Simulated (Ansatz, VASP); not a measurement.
## WC: VASP beside Ansatz

```
W C
1.0
     2.89849    0.00000    0.00000
    -1.44924    2.51017    0.00000
     0.00000    0.00000    2.82781
W C
1 1
Direct
  0.00000 0.00000 0.00000
  0.66667 0.33333 0.50000
```

Alike in both runs: functional PBEsol; k mesh 18 × 18 × 14; occupations gaussian, width 0.1 eV; no spin polarisation.

Ansatz relaxed the structure, and its values are those at the end. VASP's run is a single point on that final structure, the one shown.

|  | VASP | Ansatz |
| --- | --- | --- |
| version | VASP 6.6.1 | Ansatz 0.2.0 |
| potentials or method | VASP PAW PBE potentials, release 64 (W_sv, C) | scalar-relativistic, plane waves, PAW |
| plane-wave cutoff (eV) | 520 | 420 |
| valence electrons in the cell | 18 | 18 |

Ansatz gave:

```
gap on the k mesh at the Fermi level (eV) : none
pressure (GPa)                            : 0.0
```

What did VASP give for the same quantities?

gap on the k mesh at the Fermi level (eV): none; pressure (GPa): 1.3.

A gap of «none» marks a metal or a gap that the smearing closes.

Caveats: the PAW data sets were made with another functional, which shifts forces and pressure a little (VASP). The runs have no spin-orbit coupling, so splittings on W are missing.
